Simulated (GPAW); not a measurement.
Runs of GPAW 26.7.0 on GaN. The structure is hexagonal, space group P6/mmm (No. 191). The conventional cell has a = 5.230 Å, b = 5.230 Å, c = 3.390 Å, α = 90.00°, β = 90.00°, γ = 120.00°. Ga (site symmetry 6/mmm) has 2 N at 1.70 Å as nearest neighbours. Around N (site symmetry 6/mmm) lie 2 Ga at 1.70 Å. The cell was built by a generator and needn't be a form met in nature.

```tsv
level	exact-exchange share	gap on the mesh (eV)
PBE0	0.25	(b)
PBEh(alpha)	0.2	3.34
PBEh(alpha)	0.5	(a)
PBEh(alpha)	0.35	4.52
PBEh(alpha)	0.1	2.56
```

Alike in all rows: task single point; potentials or basis GPAW PAW data sets (gpaw-data 1.2.1), pw; no spin polarisation; cell as given; k mesh 3 × 3 × 3; cutoff (eV) 600; smearing fermi-dirac 0.05 eV; the mesh is coarse, so values aren't converged.

Fill in the values left out.

(a) 5.72; (b) 3.73.

Caveats: all runs use coarse meshes; exact exchange converges slowly with the k mesh, and this mesh is small; an odd mesh through Γ misses points on the zone boundary, where band edges often lie.

A k mesh can miss the band edges, and the runs leave out spin-orbit coupling on Ga.
